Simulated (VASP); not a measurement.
Crystal: BeTe.

```
Te Be
1.0
     0.00000    2.77000    2.77000
     2.77000    0.00000    2.77000
     2.77000    2.77000    0.00000
Te Be
1 1
Cartesian
  4.1550 4.1550 4.1550
  0.0000 0.0000 0.0000
```

| Item | Value |
| --- | --- |
| Program | VASP 6.6.1 |
| Task | relaxation of cell and atoms |
| Functional | BLYP |
| Dispersion | D4 |
| Potentials or basis | VASP PAW PBE potentials, release 64 (Te, Be) |
| Cutoff | 600 eV |
| k mesh | 8 × 8 × 8 |
| Occupations | fermi-dirac, width 0.05 eV |
| Spin | no spin polarisation |

At the start: pressure 2.6 GPa; volume 21.25 Å³/atom.

Problem. Where does the relaxation end?

Solution. Over 3 steps the energy falls by 6.5 meV/atom and the volume is 22.10 Å³/atom (+4.0 %); space group F-43m (No. 216, to 0.05 Å).

The path:
```
step  energy change (eV)  largest force (eV/Å)  pressure (GPa)  volume (Å³)
   1              0.0000                0.0000            2.57        42.51
   2             -0.0123                0.0000           -0.58        44.64
   3             -0.0131                0.0000            0.00        44.20
```

Final structure:
```
Te Be
1.0
     0.00000    2.80621    2.80621
     2.80621    0.00000    2.80621
     2.80621    2.80621    0.00000
Te Be
1 1
Direct
  0.75000 0.75000 0.75000
  0.00000 0.00000 0.00000
```

Caveat: the PAW data sets were made with another functional, which shifts forces and pressure a little.
